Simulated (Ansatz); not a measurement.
**NbAs in Ansatz: the effect of Hubbard term**

NbAs:

```
CELL_PARAMETERS angstrom
-1.72585 1.72585 5.84000
1.72585 -1.72585 5.84000
1.72585 1.72585 -5.84000
ATOMIC_POSITIONS crystal
Nb 0.50000 0.00000 0.50000
Nb 0.75000 0.75000 0.00000
As 0.91600 0.41600 0.50000
As 0.16600 0.16600 0.00000
```

Alike in all runs:

* Program: Ansatz 0.2.0
* Task: density of states
* Functional: PBEsol
* Potentials or basis: all-electron LAPW, scalar-relativistic
* Cutoff: 247 eV (chosen from the basis error)
* Basis error allowed: 0.002 eV/atom
* k mesh: 11 × 11 × 11
* Occupations: fermi-dirac, width 0.05 eV
* Spin: no spin polarisation

Problem. One run gave: pressure -2.3 GPa; largest force 0.29 eV/Å. Which Hubbard term did it use?
A. none
B. Nb d U = 6 eV
C. Nb d U = 2 eV
D. Nb d U = 4 eV

Solution. A.

| Hubbard term | pressure (GPa) | largest force (eV/Å) |
| --- | --- | --- |
| none | -2.3 | 0.29 |
| Nb d U = 2 eV | -1.7 | 0.28 |
| Nb d U = 4 eV | -0.9 | 0.27 |
| Nb d U = 6 eV | 2.3 | 0.06 |

Caveats: the density of states is complete only up to the lowest level of the last band computed; U is the effective U less J, on atomic orbitals that reach past the spheres (some runs); U without spin polarisation on a metal has little footing (some runs); the U is typed as a test and isn't derived for this compound (some runs).
